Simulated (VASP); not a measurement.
```xyz
8
Lattice="-2.7434 2.7434 5.5134 2.7434 -2.7434 5.5134 2.7434 2.7434 -5.5134" Properties=species:S:1:pos:R:3 pbc="T T T"
In     0.0000     0.0000     5.5134
In     2.7434     0.0000     2.7567
Cu     0.0000     0.0000     0.0000
Cu     0.0000     2.7434     2.7567
S      1.5496     1.3717     6.8917
S      4.1151     1.1938    -1.3783
S      1.1938     1.3717     1.3783
S     -1.3717     1.5496     4.1350
```

Computed with PBEsol GGA, VASP's PBE PAW potentials (set 64) (plane waves; VASP 6.6.1). Run with 400 eV cut-off, 9×9×9 Γ-centred mesh, tetrahedra with Blöchl corrections, potentials In_d Cu S.

Unless said otherwise, spin-orbit coupling is left out, though it shifts the bands of the heavy elements here.

### Question
Predict the energy per atom (σ→0), band gap (on the k-mesh) with the smallest direct gap where there is one.

### Answer

The band gap (on the k-mesh) is 0.02 eV and the smallest direct gap (on the k-mesh) comes out as 0.02 eV. The energy per atom (σ→0) is -4.521 eV/atom.

Total energies compare only between runs with the same potentials, cut-off and functional.

The compound is CuInS2 in the chalcopyrite structure. It was relaxed first.
